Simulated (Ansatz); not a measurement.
CdTe:

```
Te Cd
1.0
     3.06529   -3.09461    0.00000
     3.06529    3.09461    0.00000
     0.00000    0.00000    6.09065
Te Cd
2 2
Direct
  0.23386 0.76614 0.25000
  0.76614 0.23386 0.75000
  0.72297 0.27703 0.25000
  0.27703 0.72297 0.75000
```

Measurements of this composition are mostly on another form, of space group No. 216.

Base run:

```yaml
Program: Ansatz 0.2.0
Functional: PBE
Potentials_or_basis: all-electron LAPW, scalar-relativistic
Cutoff: 192 eV (chosen from the basis error)
Basis_error_allowed: 0.002 eV/atom
k_mesh: 6 × 6 × 5
Occupations: gaussian, width 0.05 eV
Spin: no spin polarisation
```

Its results: band gap on the k mesh none (metal or under the smearing width); pressure -0.2 GPa; largest force 0.038 eV/Å.

The run is repeated on the same cell with these changes: functional from PBE to PBEsol. What comes out?

Band gap on the k mesh none (metal or under the smearing width); pressure -3.2 GPa; largest force 0.034 eV/Å.

PBEsol binds more tightly than PBE, so the same cell stands under less pressure.
